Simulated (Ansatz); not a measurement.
A surface is cut from this relaxed crystal of HfSi$_{2}$:

```xyz
6
Lattice="1.8411 -7.2975 0.0000 1.8411 7.2975 0.0000 0.0000 0.0000 3.6592" Properties=species:S:1:pos:R:3 pbc="T T T"
Hf    1.8411   -5.7580    0.9148
Hf    1.8411    5.7580    2.7444
Si    1.8411    3.6442    0.9148
Si    1.8411   -3.6442    2.7444
Si    1.8411    0.7916    2.7444
Si    1.8411   -0.7916    0.9148
```

Miller indices refer to the conventional cell of Cmcm (No. 63), a = 3.682 Å, b = 14.595 Å, c = 3.659 Å, α = 90.00°, β = 90.00°, γ = 90.00°.

The (001) slab of 8 planes, 12.8 Å thick with 15 Å of vacuum as cut; outer planes HfSi2 (top) and HfSi2 (bottom).

The calculation used DFT PBE, scalar-relativistic, plane waves, PAW (Ansatz). Cutoff 420 eV; k points 10×5×1 on the computed 24-atom cell (Γ-centred); Gaussian smearing, width 0.10 eV; no spin polarisation. A dipole correction removes the field between periodic images along c.

The work function read from the bulk's Fermi level differs by 0.26 eV, so the slab's middle doesn't match the bulk reference (too thin, or relaxed to another structure or magnetic state).

Results for the relaxed slab:

* Surface energy (mean of both faces): 1.43 J/m²
* Work function: 4.30 eV

Relaxation lowers the energy by 0.190 J/m² a face; the largest move is 0.280 Å.

```csv
plane (bottom to top),atoms,"spacing to next, bulk (Å)",relaxed (Å),change (%),rumpling (Å)
1,HfSi2,1.830,1.778,-2.8,0.232
2,HfSi2,1.830,1.865,+1.9,0.091
3,HfSi2,1.830,1.829,0.0,0.032
4,HfSi2,1.830,1.848,+1.0,0.017
5,HfSi2,1.830,1.829,0.0,0.017
6,HfSi2,1.830,1.865,+1.9,0.032
7,HfSi2,1.830,1.778,-2.8,0.091
8,HfSi2,,,,0.232
```

Spin-orbit coupling is left out, which matters for the bands of heavy elements.